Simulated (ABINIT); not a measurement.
Ti2O:

```
CELL_PARAMETERS angstrom
2.91940 0.00000 0.00000
-1.45970 2.52827 0.00000
0.00000 0.00000 4.71300
ATOMIC_POSITIONS crystal
Ti 0.33333 0.66667 0.72126
Ti 0.66667 0.33333 0.27874
O 0.00000 0.00000 0.00000
```

| Item | Value |
| --- | --- |
| Program | ABINIT 10.8.3 (patched build) |
| Task | relaxation of cell and atoms |
| Functional | PBEsol |
| Potentials or basis | PseudoDojo NC SR PBEsol v0.4.1 standard |
| Cutoff | 1143 eV |
| k mesh | 8 × 8 × 4 |
| Occupations | fermi-dirac, width 0.05 eV |
| Spin | no spin polarisation |

At the start: pressure 4.4 GPa; volume 11.60 Å³/atom.

Problem. How do energy, volume and symmetry change on relaxing?

Solution. Over 10 steps the energy falls by 36.1 meV/atom and the volume is 11.88 Å³/atom (+2.5 %); space group P-3m1 (No. 164, to 0.05 Å).

Step by step:
| step | energy change (eV) | largest force (eV/Å) | pressure (GPa) | volume (Å³) |
| --- | --- | --- | --- | --- |
| 1 | 0.0000 | 1.3637 | 4.37 | 34.79 |
| 2 | -0.0440 | 1.0324 | 1.49 | 35.25 |
| 3 | -0.0907 | 0.3833 | -1.59 | 35.84 |
| 4 | -0.1000 | 0.1330 | -1.29 | 35.83 |
| 5 | -0.1054 | 0.0328 | -0.30 | 35.70 |
| 6 | -0.1074 | 0.0622 | 0.27 | 35.62 |
| 7 | -0.1081 | 0.0280 | 0.31 | 35.61 |
| 8 | -0.1082 | 0.0028 | 0.12 | 35.63 |
| 9 | -0.1082 | 0.0012 | 0.02 | 35.65 |
| 10 | -0.1082 | 0.0004 | 0.00 | 35.65 |

Final structure:
```yaml
crystal:
  lattice:
    - [2.95500, 0.00000, 0.00000]
    - [-1.47750, 2.55910, 0.00000]
    - [0.00000, 0.00000, 4.71485]
  atoms:
    - { symbol: Ti, position: [0.33333, 0.66667, 0.73748] }
    - { symbol: Ti, position: [0.66667, 0.33333, 0.26252] }
    - { symbol: O, position: [0.00000, 0.00000, 0.00000] }
```
